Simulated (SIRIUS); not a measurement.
Crystal: Ge.

```xyz
1
Lattice="1.3971 -2.6005 0.0000 1.3971 2.6005 0.0000 0.0000 0.0000 2.6982" Properties=species:S:1:pos:R:3 pbc="T T T"
Ge    1.3971    0.0000    0.0000
```

This isn't the form of Ge at room conditions, which is diamond.

Base run:

* Program: SIRIUS 7.10.0
* Functional: RGE2
* Potentials or basis: PseudoDojo 0.4.1 PBE standard (scalar relativistic)
* Cutoff: 1078 eV
* Density cutoff: 4311 eV
* k mesh: 9 × 9 × 8
* Occupations: fermi-dirac, width 0.05 eV
* Spin: no spin polarisation

Its results: band gap on the k mesh none (metal or under the smearing width); pressure -3.0 GPa.

Task: The run is repeated on the same cell with these changes: functional from RGE2 to PBE; libxc names from ["XC_GGA_X_RGE2", "XC_GGA_C_RGE2"] to ["XC_GGA_X_PBE", "XC_GGA_C_PBE"]. What comes out?

Result: Band gap on the k mesh none (metal or under the smearing width); pressure -0.6 GPa.

Caveats: the potentials were made for another functional, which shifts forces and pressure (some runs).
